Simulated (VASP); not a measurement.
Here is a VASP 6.6.1 calculation.

INCAR

```
SYSTEM = TaN
PREC     = Accurate       ! precision mode
ENCUT    = 520            ! plane-wave cutoff, eV
EDIFF    = 1E-8           ! SCF threshold, eV
ISMEAR   = -1             ! smearing method
SIGMA    = 0.02           ! smearing width, eV
LREAL    = .FALSE.        ! projectors in reciprocal space
LASPH    = .TRUE.         ! aspherical terms in the spheres
NELM     = 100            ! most SCF steps
ALGO     = Normal         ! electronic algorithm
ISIF     = 2              ! what is computed and relaxed
LWAVE    = .FALSE.        ! write WAVECAR
LCHARG   = .FALSE.        ! write CHGCAR
GGA      = PE             ! functional
LEFG     = .TRUE.       
NBANDS   = 15             ! bands
```

File KPOINTS:

```
Automatic mesh
0
G
  12 12 10
  0 0 0
```

File POSCAR:

```
TaN
1.0
    2.9574563715      0.0000000000      0.0000000000
   -1.4787281858      2.5612323484      0.0000000000
    0.0000000000      0.0000000000      2.9020932717
Ta N
1 1
Direct
    0.3333333333      0.6666666667      0.5000000000
    0.0000000000      0.0000000000      0.0000000000
```

Potentials or basis: VASP PAW PBE potentials, release 64 (Ta_pv, N).

Launch:

```console
$ cat potpaw_PBE.64/Ta_pv/POTCAR potpaw_PBE.64/N/POTCAR > POTCAR
$ mpirun -np 1 vasp_std > vasp.out
```

Task: Estimate the pressure.

Result: -1.5 GPa.

Task: What does it give for the band gap on the k mesh?

Result: None (metal or under the smearing width).

Electric field gradients, principal values (V/Å²):
| atom | Vxx | Vyy | Vzz |
| --- | --- | --- | --- |
| 1 Ta | -11.129 | -11.129 | 22.258 |
| 2 N | -0.463 | -0.466 | 0.929 |

The run has no spin-orbit coupling, so splittings on Ta are missing.
